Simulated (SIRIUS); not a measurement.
# V (Im-3m) in SIRIUS: further runs

One crystal, V, is run at these levels: PBE; tasks: single point.

All numbers are computed with SIRIUS 7.12.0; they aren't measurements. Logs are shortened: lines on timing, memory, paths and dates and some standing lists are left out, and cuts for length are marked. The log counts tension as positive stress, the text compression.

### 1 The crystal as given

The structure is cubic, space group Im-3m (No. 229). The conventional cell has a = 3.029 Å, b = 3.029 Å, c = 3.029 Å, α = 90.00°, β = 90.00°, γ = 90.00°. V (site symmetry m-3m) has 8 V at 2.62 Å as nearest neighbours.

### 2 Single point, PBE, collinear spin, ferromagnetic start

File sirius.json:

```json
{
  "control": {
    "processing_unit": "cpu",
    "verbosity": 2,
    "num_bands_to_print": 13,
    "print_forces": true,
    "print_stress": true
  },
  "parameters": {
    "electronic_structure_method": "pseudopotential",
    "xc_functionals": ["XC_GGA_X_PBE", "XC_GGA_C_PBE"],
    "gk_cutoff": 9.2,
    "pw_cutoff": 18.4,
    "ngridk": [12, 12, 12],
    "shiftk": [0, 0, 0],
    "smearing": "fermi_dirac",
    "smearing_width": 0.0018374661,
    "num_bands": 13,
    "num_mag_dims": 1,
    "num_dft_iter": 100,
    "energy_tol": 1e-08,
    "density_tol": 1e-06
  },
  "iterative_solver": {
    "type": "davidson",
    "min_tolerance": 1e-10
  },
  "mixer": {
    "type": "anderson",
    "beta": 0.5,
    "max_history": 8
  },
  "settings": {
    "tol_ne": 1e-10,
    "pseudo_grid_cutoff": 6.5,
    "smooth_initial_mag": true
  },
  "unit_cell": {
    "lattice_vectors": [
      [-2.861706756827, 2.861706756827, 2.861706756827],
      [2.861706756827, -2.861706756827, 2.861706756827],
      [2.861706756827, 2.861706756827, -2.861706756827]
    ],
    "atom_coordinate_units": "lattice",
    "atom_types": ["V"],
    "atom_files": {
      "V": "V.json"
    },
    "atoms": {
      "V": [
        [0.0, 0.0, 0.0, 0.0, 0.0, 2.0]
      ]
    }
  }
}
```

Potentials or basis: PseudoDojo 0.4.1 PBE standard (scalar relativistic).

On the command line:

```console
$ upf_to_json V.upf
$ OMP_NUM_THREADS=1 sirius.scf --input=sirius.json --output=out.json --task=0
```

What it wrote:

```text
[info] SIRIUS version : 7.12.0
[info] number of MPI ranks           : 1
[info] MPI grid                      : 1 1
[info] maximum number of OMP threads : 1
[fft] FFT context for density and potential
[fft] =====================================
[fft]   comm size                             : 1
[fft]   plane wave cutoff                     : 18.4
[fft]   grid size                             : 32 32 32   total : 32768
[fft]   grid limits                           : -15 16   -15 16   -15 16
[fft]   number of G-vectors within the cutoff : 4955
[fft]   local number of G-vectors             : 4955
[fft]   number of G-shells                    : 281
[fft] FFT context for coarse grid
[fft] =====================================
[fft]   comm size                             : 1
[fft]   plane wave cutoff                     : 18.4
[fft]   grid size                             : 32 32 32   total : 32768
[fft]   grid limits                           : -15 16   -15 16   -15 16
[fft]   number of G-vectors within the cutoff : 4955
[fft]   local number of G-vectors             : 4955
[fft]   number of G-shells                    : 281
[unit cell] lattice vectors
[unit cell]   a1 :      -2.8617067568      2.8617067568      2.8617067568
[unit cell]   a2 :       2.8617067568     -2.8617067568      2.8617067568
[unit cell]   a3 :       2.8617067568      2.8617067568     -2.8617067568
[unit cell] reciprocal lattice vectors
[unit cell]   b1 :       0.0000000000      1.0978038355      1.0978038355
[unit cell]   b2 :       1.0978038355      0.0000000000      1.0978038355
[unit cell]   b3 :       1.0978038355      1.0978038355      0.0000000000
[unit cell] unit cell volume :        93.74225105 [a.u.^3]
[unit cell] 1/sqrt(omega)    :         0.10328382
[unit cell] MT volume        :         0.00000000 ( 0.00%)
[unit cell] IT volume        :        93.74225105 (100.00%)
[unit cell] number of atom types : 1
[unit cell] type id : 0 symbol :  V mt_radius :  15.350000 num_atoms : 1
[unit cell] total number of atoms : 1
[unit cell] number of symmetry classes : 1
[unit cell] number of PAW atoms : 0
[unit cell] atom id  type id  class id             position                      vector_field
[unit cell] ------------------------------------------------------------------------------------------
[unit cell]      0        0        0      0.00000   0.00000   0.00000      0.00000   0.00000   2.00000
[unit cell] atom id         position (Cartesian, a.u.)
[unit cell] ---------------------------------------------
[unit cell]      0       0.000000    0.000000    0.000000
[unit cell] class id : 0 atom id : 0
[unit cell] minimum bond length:     4.956621
[unit cell] total number of pseudo wave-functions: 10
[sym] space group number   : 229
[sym] international symbol : Im-3m
[sym] Hall symbol          : -I 4 2 3
[sym] space group transformation matrix :
[sym]  -0.5000  0.5000  0.5000
[sym]   0.5000 -0.5000  0.5000
[sym]   0.5000  0.5000 -0.5000
[sym] space group origin shift :
[sym]   0.0000  0.0000  0.0000
[sym] number of space group operations  : 48
[sym] number of magnetic group operations : 48
[sym] metric tensor error: 7.1054e-15
[sym] rotation matrix error: 0.0000e+00
[sym] symmetry operations
[... list of symmetry operations ...]
[atom type] label          : V
[atom type] --------------------------------------------------------------------------------
[atom type] symbol         : V
[atom type] name           :
[... 287 lines left out ...]
[diagonalize] average number of iterations: 2.18056
[diagonalize] Lowest band energies
[diagonalize] ik:    0   -1.752284   -0.772755   -0.772755   -0.772755    0.350520    0.605994    0.605994    0.605994    0.677215    0.677215    1.337362    1.337362    1.577529
[diagonalize]            -1.752290   -0.772761   -0.772761   -0.772761    0.350515    0.605986    0.605986    0.605986    0.677211    0.677211    1.337357    1.337357    1.577526
[diagonalize] ik:    1   -1.751859   -0.774851   -0.773400   -0.772768    0.360484    0.601839    0.604978    0.613034    0.672669    0.677506    1.316286    1.334252    1.344909
[diagonalize]            -1.751864   -0.774857   -0.773406   -0.772774    0.360479    0.601831    0.604970    0.613026    0.672665    0.677502    1.316281    1.334247    1.344905
[diagonalize] ik:    2   -1.750692   -0.780512   -0.775155   -0.772804    0.388525    0.590924    0.599494    0.633158    0.665590    0.678670    1.256635    1.311269    1.363950
[diagonalize]            -1.750698   -0.780518   -0.775160   -0.772810    0.388521    0.590916    0.599487    0.633151    0.665586    0.678666    1.256630    1.311264    1.363945
[diagonalize] ik:    3   -1.749090   -0.788101   -0.777530   -0.772855    0.427875    0.576929    0.590329    0.663188    0.665674    0.681174    1.168281    1.263765    1.386280
[diagonalize]            -1.749096   -0.788107   -0.777536   -0.772861    0.427870    0.576921    0.590322    0.663181    0.665670    0.681170    1.168276    1.263761    1.386275
[diagonalize] ik:    4   -1.747476   -0.795533   -0.779883   -0.772907    0.462530    0.563840    0.594436    0.671470    0.684824    0.697142    1.070613    1.214393    1.374087
[diagonalize]            -1.747482   -0.795539   -0.779889   -0.772913    0.462524    0.563833    0.594431    0.671465    0.684821    0.697135    1.070608    1.214389    1.374081
[diagonalize] ...
[diagonalize] ik:   67   -1.742509   -0.795774   -0.790640   -0.788414    0.503372    0.507663    0.661953    0.673617    0.726475    0.896197    0.947733    1.035157    1.206225
[diagonalize]            -1.742515   -0.795780   -0.790646   -0.788420    0.503368    0.507659    0.661946    0.673609    0.726467    0.896191    0.947727    1.035150    1.206221
[diagonalize] ik:   68   -1.742249   -0.794551   -0.792528   -0.788999    0.501008    0.501078    0.665836    0.698124    0.718347    0.901146    0.980962    0.990388    1.220354
[diagonalize]            -1.742255   -0.794557   -0.792534   -0.789005    0.501005    0.501074    0.665829    0.698117    0.718340    0.901140    0.980956    0.990382    1.220350
[diagonalize] ik:   69   -1.741998   -0.793393   -0.791927   -0.791927    0.495595    0.496285    0.696740    0.696740    0.714303    0.883539    1.001207    1.001207    1.195805
[diagonalize]            -1.742004   -0.793399   -0.791933   -0.791933    0.495591    0.496281    0.696733    0.696733    0.714295    0.883533    1.001201    1.001201    1.195801
[diagonalize] ik:   70   -1.741688   -0.794027   -0.792652   -0.792061    0.490830    0.491168    0.703645    0.707862    0.723990    0.937928    0.951868    0.979051    1.200994
[diagonalize]            -1.741693   -0.794033   -0.792658   -0.792067    0.490826    0.491164    0.703637    0.707854    0.723982    0.937922    0.951862    0.979044    1.200990
[diagonalize] ik:   71   -1.741386   -0.793385   -0.793385   -0.793385    0.485589    0.485589    0.723086    0.723086    0.723086    0.955005    0.955005    0.955005    1.195222
[diagonalize]            -1.741392   -0.793391   -0.793391   -0.793391    0.485585    0.485585    0.723078    0.723078    0.723078    0.954999    0.954999    0.954999    1.195219
[find] Charges and magnetic moments
[find] --------------------------------------------------------------------------------
[find] atom                moment                |moment|
[find] --------------------------------------------------------------------------------
[find]    0 [  0.00000,   0.00000,  -0.00003]    0.000029
[find] total charge          : 13.000000
[find] total moment          : [  0.00000,   0.00000,  -0.00014], magnitude : 0.000142
[... 6 lines left out ...]
[find] <rho|V^{H}>                    :      29.27618896
[find] one-electron contribution      :     -23.28168527 (Ha),     -46.56337054 (Ry)
[find] hartree contribution           :      14.63809448
[find] xc contribution                :     -11.43494158
[find] ewald contribution             :     -53.72933927
[find] PAW contribution               :       0.00000000
[find] smearing (-TS)                 :      -0.00065307
[find] SCF correction                 :      -0.00000023
[find] Total energy                   :     -73.80787188 (Ha),    -147.61574375 (Ry)
[find] Free energy (E-TS)             :     -73.80852494 (Ha),    -147.61704988 (Ry)
[find] band gap (eV)                  :       0.00000000
[find] Efermi                         :       0.59060652
[find] iteration : 15, RMS (target) : 5.9503e-07 (1.0000e-06) , energy difference (target) : -1.1189e-09 (1.0000e-08)
[find] bands are converged : true
[find] iterative solver converged : false
[find] converged after 16 SCF iterations!
[find] Charges and magnetic moments
[find] --------------------------------------------------------------------------------
[find] atom                moment                |moment|
[find] --------------------------------------------------------------------------------
[find]    0 [  0.00000,   0.00000,  -0.00003]    0.000029
[find] total charge          : 13.000000
[find] total moment          : [  0.00000,   0.00000,  -0.00014], magnitude : 0.000142
[find] Energy
[find] --------------------------------------------------------------------------------
[find] valence_eval_sum               :      -5.53975589
[find] <rho|V^{XC}>                   :     -11.53425958
[find] <rho|E^{XC}>                   :     -11.43494158
[find] <mag|B^{XC}>                   :      -0.00000000
[find] <rho|V^{H}>                    :      29.27618896
[find] one-electron contribution      :     -23.28168527 (Ha),     -46.56337054 (Ry)
[find] hartree contribution           :      14.63809448
[find] xc contribution                :     -11.43494158
[find] ewald contribution             :     -53.72933927
[find] PAW contribution               :       0.00000000
[find] smearing (-TS)                 :      -0.00065307
[find] SCF correction                 :      -0.00000023
[find] Total energy                   :     -73.80787188 (Ha),    -147.61574375 (Ry)
[find] Free energy (E-TS)             :     -73.80852494 (Ha),    -147.61704988 (Ry)
[find] band gap (eV)                  :       0.00000000
[find] Efermi                         :       0.59060652
[ground_state] === stress tensor components [kbar] ===
[ground_state] === stress_kin ===
[ground_state] -63572.169290    0.000000   -0.000000
[ground_state]     0.000000-63572.169290    0.000000
[ground_state]    -0.000000    0.000000-63572.169290
[ground_state] === stress_har ===
[ground_state] -15313.889845    0.000000   -0.000000
[ground_state]     0.000000-15313.889845    0.000000
[ground_state]    -0.000000    0.000000-15313.889845
[ground_state] === stress_ewald ===
[ground_state] 56209.856012    0.000000    0.000000
[ground_state]     0.00000056209.856012    0.000000
[ground_state]     0.000000    0.00000056209.856012
[ground_state] === stress_vloc ===
[ground_state] 17396.668607    0.000000   -0.000000
[ground_state]     0.00000017396.668607    0.000000
[ground_state]    -0.000000    0.00000017396.668607
[ground_state] === stress_xc ===
[ground_state]   751.036100    0.000000    0.000000
[ground_state]     0.000000  751.036100    0.000000
[ground_state]     0.000000    0.000000  751.036100
[ground_state] === stress_core ===
[ground_state]  9406.293106    0.000000    0.000000
[ground_state]     0.000000 9406.293106    0.000000
[ground_state]     0.000000    0.000000 9406.293106
[ground_state] === stress_nonloc ===
[ground_state] -4824.419988    0.000000   -0.000000
[ground_state]     0.000000-4824.419988    0.000000
[ground_state]    -0.000000    0.000000-4824.419988
[ground_state] === stress_us_nl ===
[ground_state] -4824.419988    0.000000   -0.000000
[ground_state]     0.000000-4824.419988    0.000000
[ground_state]    -0.000000    0.000000-4824.419988
[ground_state] === stress_total ===
[ground_state]    53.374702    0.000000   -0.000000
[ground_state]     0.000000   53.374702    0.000000
[ground_state]    -0.000000    0.000000   53.374702
[ground_state] ==== total Forces in Ha/bohr =====
[ground_state] atom:    0, force:       0.0000000      0.0000000      0.0000000
[... 8 lines left out ...]
[ground_state] ==== Ewald forces from ions =====
[ground_state] atom:    0, force:       0.0000000      0.0000000      0.0000000
[~DFT_ground_state] local op. applied: 62824
[~DFT_ground_state] evp. work count: 20791.7
[~DFT_ground_state] number of iterative solver steps: 3098
```

Run time: 25 s. Hardware: 1 thread of Intel Xeon Platinum 8488C (Sapphire Rapids), shared host; peak memory 0.22 GiB.

Results:

```yaml
Free_energy: -2008.4323 eV
Pressure: -5.3 GPa
Band_gap_on_the_k_mesh: none (metal or under the smearing width)
```

Caveat: the starting moments collapsed, and a magnetic state may lie lower.

### 3 Single point, PBE, collinear spin, ferromagnetic start

sirius.json is that of step 2.

Potentials or basis: PseudoDojo 0.5 PBE stringent (scalar relativistic).

On the command line:

```console
$ upf_to_json V.upf
$ OMP_NUM_THREADS=1 sirius.scf --input=sirius.json --output=out.json --task=0
```

It took 24 s on 1 thread of Intel Xeon Platinum 8488C (Sapphire Rapids), shared host; peak memory 0.22 GiB.

It converged, with:

- Free energy: -2008.4323 eV
- Pressure: -5.3 GPa
- Band gap on the k mesh: none (metal or under the smearing width)

Caveat: the starting moments collapsed, and a magnetic state may lie lower.

(Continued in part 2 of 2.)
